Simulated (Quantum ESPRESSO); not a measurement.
Crystal: MgS (Niningerite).

```
CELL_PARAMETERS angstrom
0.00000 2.60165 2.60165
2.60165 0.00000 2.60165
2.60165 2.60165 0.00000
ATOMIC_POSITIONS crystal
S 0.50000 0.50000 0.50000
Mg 0.00000 0.00000 0.00000
```

```yaml
Program: Quantum ESPRESSO 7.5
Task: phonons
Functional: PBE
Potentials_or_basis: PseudoDojo 0.4 SR PBE stringent
Cutoff: 1225 eV
Density_cutoff: 4898 eV
k_mesh: 4 × 4 × 4, shifted
Occupations: fermi-dirac, width 0.05 eV
Spin: no spin polarisation
Mixing_beta: 0.5
Most_SCF_iterations: 120
SCF_threshold: 4e-10 Ry
```

The first run showed a gap, so the response started from a second, tighter run with fixed occupations.

How polar is the lattice: what are the Born charges, the two dielectric constants and the LO-TO splitting?

Born charges ±2.34 e; dielectric constants 5.46 (electrons alone) and 15.08 (static); transverse and longitudinal modes at 240 and 399 cm⁻¹.

Caveat: before the sum rule the acoustic modes lie tens of cm⁻¹ from zero, a sign that the density grid also shifts the optical modes.
